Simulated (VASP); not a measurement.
Wanted: the native input for a VASP 6.6.1 run.

- Task: electrostatic potential
- Functional: PBE
- Potentials or basis: VASP PAW PBE potentials, release 64 (Ga_d, As)
- Cutoff: 520 eV
- k mesh: 10 × 10 × 10
- Occupations: gaussian, width 0.02 eV
- Spin: non-collinear spin, zero start, spin-orbit coupling
- Starting moments: [[0.0, 0.0, 0.0], [0.0, 0.0, 0.0]] μB
- Further INCAR settings: ALGO = Normal; EDIFF = 1e-06

The structure of GaAs lies in POSCAR:

```
GaAs                                    
1.0
    0.0000000000      2.8252346959      2.8252346959
    2.8252346959      0.0000000000      2.8252346959
    2.8252346959      2.8252346959      0.0000000000
  Ga              As            
     1     1
Direct
     1.0000000000000000    0.0000000000000000    1.0000000000000000
     0.2500000000000000    0.2500000000000000    0.2500000000000000
```

The cell was built by a generator and needn't be a form met in nature.

One way to write it, as run:

INCAR

```
PREC = Accurate ; ENCUT = 520
EDIFF = 1E-6 ; ISMEAR = 0
SIGMA = 0.02 ; LREAL = False
LASPH = True ; NELM = 60
ALGO = Normal ; ISIF = 2
LWAVE = False ; LCHARG = True
MAGMOM = 0 0 0 0 0 0 ; LORBIT = 11
LSORBIT = True ; GGA_COMPAT = False
GGA = PE ; LVHAR = True
```

KPOINTS

```
Automatic mesh
0
Gamma
  10 10 10
```

Potentials or basis: VASP PAW PBE potentials, release 64 (Ga_d, As).

The run is started by

```console
$ cat potpaw_PBE.64/Ga_d/POTCAR potpaw_PBE.64/As/POTCAR > POTCAR
$ mpirun -np 1 vasp_ncl > vasp.out
```

Results of the run:

The pressure is 3.6 GPa. The net moment is 0.00 μB per cell. The valence electrons inside the program's atomic spheres are Ga 11.68; As 2.84.

Run time: 4.6 min on 1 thread of Intel(R) Xeon(R) Platinum 8259CL CPU @ 2.50GHz (Skylake/Cascade Lake), on a shared host, peak memory 0.35 GiB.
